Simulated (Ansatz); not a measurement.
# Ga: computed DOS

```
CELL_PARAMETERS angstrom
1.38300 -4.02650 0.00000
1.38300 4.02650 0.00000
-0.11745 0.00000 3.32993
ATOMIC_POSITIONS crystal
Ga 0.86900 0.13100 0.25000
Ga 0.13100 0.86900 0.75000
```

The structure is an experimental refinement, used without relaxation.

Theory: Ansatz 0.2.0, DFT, PBEsol, all-electron LAPW, scalar-relativistic.

Numerical set-up: a Γ-centred 14×14×11 k mesh, Fermi–Dirac smearing of 0.03 eV, basis error target 0.5 meV/atom, no spin polarisation.

States per eV and cell, averaged over 0.6 eV, from -10.0 to 3.6 eV, with energies (bin centres) from the Fermi level; empty bins are left out. 

```csv
E (eV),total
-9.8,0.29
-9.2,0.35
-8.6,0.39
-8.0,0.45
-7.4,0.46
-6.8,0.54
-6.2,0.64
-5.6,0.62
-5.0,0.54
-4.4,0.57
-3.8,0.59
-3.2,0.62
-2.6,0.68
-2.0,0.71
-1.4,0.87
-0.8,0.76
-0.2,0.68
0.4,0.78
1.0,0.80
1.6,0.92
2.2,1.03
2.8,0.93
3.4,0.89
```
